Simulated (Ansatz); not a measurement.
**Hf3N4, one structure, two calculations**

Cell: a COD entry whose atoms were relaxed with PBE, the cell held.

```cif
data_Hf3N4
_symmetry_space_group_name_H-M 'I-43d'
_symmetry_Int_Tables_number 220
_cell_length_a 6.7010
_cell_length_b 6.7010
_cell_length_c 6.7010
_cell_angle_alpha 90.000
_cell_angle_beta 90.000
_cell_angle_gamma 90.000
loop_
_atom_site_label
_atom_site_type_symbol
_atom_site_symmetry_multiplicity
_atom_site_Wyckoff_symbol
_atom_site_fract_x
_atom_site_fract_y
_atom_site_fract_z
Hf Hf 12 a 0.3750 0.0000 0.2500
N N 16 c 0.0678 0.0678 0.0678
```

One atom of each set is listed; the run and its k-mesh use a cell of 14 atoms with edges of 5.80, 5.80, 5.80 Å.

First run. Method: Kohn–Sham DFT in Ansatz, PBE, plane waves and PAW, scalar-relativistic, 420 eV cutoff, Γ-centred 6×6×6 k-points, Fermi–Dirac smearing 0.02 eV.

```json
{"site": "Hf", "V_zz (10²¹ V/m²)": "26.2", "η": "0.00"}
{"site": "N", "V_zz (10²¹ V/m²)": "0.78", "η": "0.00"}
```

Second run. The same atoms and settings, except that the functional is PBEsol.

Q: What does the second run give?

A: 

| site | V_zz | η | change of V_zz |
| --- | --- | --- | --- |
| Hf | 25.9 | 0.00 | -0.24 |
| N | 0.75 | 0.00 | -0.03 |

The largest change of V_zz is on Hf, from 26.2 to 25.9. In per cent, |V_zz| changes by -1 on Hf, -4 on N (all sites that start above 0.5).

Without spin–orbit coupling the gradients at and beside Hf can be off by some per cent, at some sites by more.
For the second run: At this cell the PBEsol pressure is -5 GPa, so with PBEsol the cell would shrink if it were relaxed. With a gap of 1.0 eV on this mesh, small gradients can still move by 0.1 × 10²¹ V/m² or more as the k-mesh gets denser.
